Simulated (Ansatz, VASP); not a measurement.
# Two plane-wave programs on Ti

```
Ti
1.0
     0.00000    2.07865    2.07865
     2.07865    0.00000    2.07865
     2.07865    2.07865    0.00000
Ti
1
Direct
  0.00000 0.00000 0.00000
```

The cell was built by a generator and needn't be a form met in nature.

Alike in both runs: functional RPBE; k mesh 13 × 13 × 13; occupations fermi-dirac, width 0.1 eV; no spin polarisation.

Ansatz relaxed the structure, and its values are those at the end. VASP's run is a single point on that final structure, the one shown.

|  | VASP | Ansatz |
| --- | --- | --- |
| version | VASP 6.6.1 | Ansatz 0.2.0 |
| potentials or method | VASP PAW PBE potentials, release 64 (Ti_sv) | plane waves (420 eV) with PAW, scalar-relativistic |
| plane-wave cutoff (eV) | 520 | 420 |
| valence electrons in the cell | 12 | 12 |

|  | VASP | Ansatz | Ansatz less VASP |
| --- | --- | --- | --- |
| pressure (GPa) | -0.3 | 0.0 | +0.24 |

Caveats: the PAW data sets were made with another functional, which shifts forces and pressure a little (VASP).
